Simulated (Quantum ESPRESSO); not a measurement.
## Convergence study of the plane-wave cutoff for LaAlO₃ (P4mm, 5 atoms in the cell)

```
LaAlO3
1.0
    3.82905     0.00000     0.00000
    0.00000     3.82905     0.00000
    0.00000     0.00000     3.82905
La Al O
1 1 3
Direct
  0.00000   0.00000   0.01306
  0.50000   0.50000   0.50000
  0.50000   0.00000   0.50000
  0.00000   0.50000   0.50000
  0.50000   0.50000   0.00000
```

Computed with PBE, GBRV 1.5 ultrasoft (PBE) pseudopotentials (plane waves; Quantum ESPRESSO 7.5).

Base settings: ecutwfc = 40 Ry; ecutrho = 200 Ry; occupations = smearing; smearing = fd; degauss = 0.00147 Ry; potentials = {La: la_pbe_v1.uspp.F.UPF, Al: al_pbe_v1.uspp.F.UPF, O: o_pbe_v1.2.uspp.F.UPF}; K_POINTS = automatic 3 3 3 0 0 0; conv_thr = 1e-10 Ry.

Moved along: ecutrho.

The second cell is the first with its lattice scaled by 0.98.

The mesh stays at the base's, so the ladder's end is converged at best in this setting alone.

Only quantities that move along the ladder and can be compared are tabulated; the gap is left out on so coarse a mesh.

The count of work is k-points × plane waves × bands × iterations; it is no time. 

The starting cell has typed, rounded lattice constants, without a prior relaxation at this level. Its lattice was rescaled by up to half a per cent. One atom was moved a little off its site on purpose.

```csv
ecutwfc,free energy less the last step's (meV/atom),energy of the compressed cell less the first (meV/atom),pressure (GPa),largest difference of a force vector from the last step's (eV/Å),count of work / last
14 Ry,8682.33,326.77,-259.40,0.294,0.048
16 Ry,5119.56,154.70,-192.30,0.280,0.057
18 Ry,3018.30,-50.44,-136.05,0.092,0.070
20 Ry,1760.99,43.53,-93.68,0.099,0.076
22 Ry,1052.37,-9.78,-64.66,0.007,0.11
24 Ry,597.77,1.35,-42.69,0.042,0.14
28 Ry,158.89,33.03,-15.88,0.002,0.17
32 Ry,40.02,18.94,-5.79,0.003,0.23
36 Ry,13.12,18.81,-2.40,0.000,0.27
40 Ry,9.18,18.76,-1.59,0.000,0.31
44 Ry,8.82,18.61,-1.64,0.000,0.31
48 Ry,7.39,18.44,-1.78,0.000,0.38
54 Ry,4.63,18.38,-1.79,0.000,0.49
60 Ry,3.13,18.38,-1.68,0.000,0.57
70 Ry,2.79,18.35,-1.62,0.000,0.62
80 Ry,1.93,18.34,-1.71,0.000,0.82
96 Ry,0.00,18.26,-1.68,0.000,1.0
```

Coarsest ecutwfc that holds the forces within 0.02 eV/Å of the last step, with all finer ones: 28 Ry, at 0.17 of the last step's count of work; the step before is off by 0.042 eV/Å.

Coarsest ecutwfc that holds the pressure within 0.2 GPa of the last step, with all finer ones: 40 Ry, at 0.31 of the last step's count of work; the step before is off by 0.73 GPa.

Coarsest ecutwfc that holds the energy of the compressed cell less the first within 1 meV/atom of the last step, with all finer ones: 32 Ry, at 0.23 of the last step's count of work; the step before is off by 15 meV/atom.

Two neighbours can agree and both be off: 40 Ry and 44 Ry differ by 0.36 meV/atom in the free energy, yet lie about 8.8 meV/atom from the last step.

At the lowest cutoff the pressure lies 258 GPa under the last step's, the usual sign of Pulay stress in an incomplete plane-wave basis.
